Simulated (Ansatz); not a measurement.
## Ca: electron density at the nuclei under pressure

```xyz
2
Lattice="1.9713 -3.3955 0.0000 1.9713 3.3955 0.0000 0.0000 0.0000 6.5091" Properties=species:S:1:pos:R:3 pbc="T T T"
Ca    1.9713   -2.2790    1.6273
Ca    1.9713    2.2790    4.8818
```

Atoms are numbered in the order listed.

Structure from Materials Project entry mp-132 (possibly hypothetical), not relaxed further.

Method: Ansatz 0.2.0, DFT, PBEsol, all-electron PAW with datasets made for the crystal, scalar-relativistic.

Settings: a Γ-centred 11×11×6 k mesh, Fermi–Dirac smearing of 0.05 eV, cutoff 200 eV (chosen by the program for this cell), no spin polarisation.

The contact density is the mean electron density over the nuclear volume; its changes follow the s electrons' response to bonding and compression. Changes below are taken from the unscaled cell, where it is 41189.7 e/Å³ at Ca1.

```csv
V/V(cell),P (GPa),Δρ(0) Ca1 (e/Å³)
0.9600,-0.4,?
1.0000,-1.1,0.00
1.0400,-1.6,?
```

(1) Give the missing entry: row "1.0400", column "Δρ(0) Ca1 (e/Å³)".

(2) What belongs in the row "0.9600", column "Δρ(0) Ca1 (e/Å³)"?

The datasets are made afresh for each cell, so very small changes are uncertain.

Results:

(1) -0.18.

(2) 0.21.
